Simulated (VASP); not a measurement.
**KI (nc): single point with PBE**

**The experiment to reproduce.**

From a printed reference work, monograph, for a bulk crystal of KI: band gap 6.32 eV.

KI (nc):

```xyz
2
Lattice="0.0000 3.5903 3.5903 3.5903 0.0000 3.5903 3.5903 3.5903 0.0000" Properties=species:S:1:pos:R:3 pbc="T T T"
K     0.0000    0.0000    0.0000
I     3.5903    3.5903    3.5903
```

```json
{
 "Program": "VASP 6.6.1",
 "Task": "single point",
 "Functional": "PBE",
 "Potentials or basis": "VASP PAW PBE potentials, release 64 (K_sv, I)",
 "Cutoff": "500 eV",
 "k mesh": "6 × 6 × 6",
 "Occupations": "gaussian, width 0.02 eV",
 "Spin": "no spin polarisation"
}
```

The pressure is 0.0 GPa and the band gap on the k mesh is 3.85 eV, direct.

Levels at points of the mesh, in eV from the valence-band top:
```csv
k point,band 5,band 6,band 7,band 8,band 9,band 10,band 11,band 12
"(0.00, 0.00, 0.00)",-10.43,0.00,0.00,0.00,3.85,6.51,6.51,6.51
"(0.50, 0.00, 0.00)",-10.21,-1.21,-0.30,-0.30,5.47,7.56,8.04,8.04
"(0.50, 0.50, 0.00)",-10.31,-0.92,-0.34,-0.34,5.01,5.65,8.04,8.56
```

It took 49 s on 1 thread of AMD EPYC 7R13, with other jobs on the host, peak memory 0.21 GiB.

Against the measured gap of KI, 6.32 eV (a printed reference work, monograph), the calculated 3.85 eV is off by -2.47 eV. Spin-orbit coupling on I is left out. The value is that of PBE, without temperature or zero-point motion. Semilocal functionals fall short of measured gaps as a rule.

Caveat: spin-orbit coupling is left out, which moves the levels of the heavy elements.
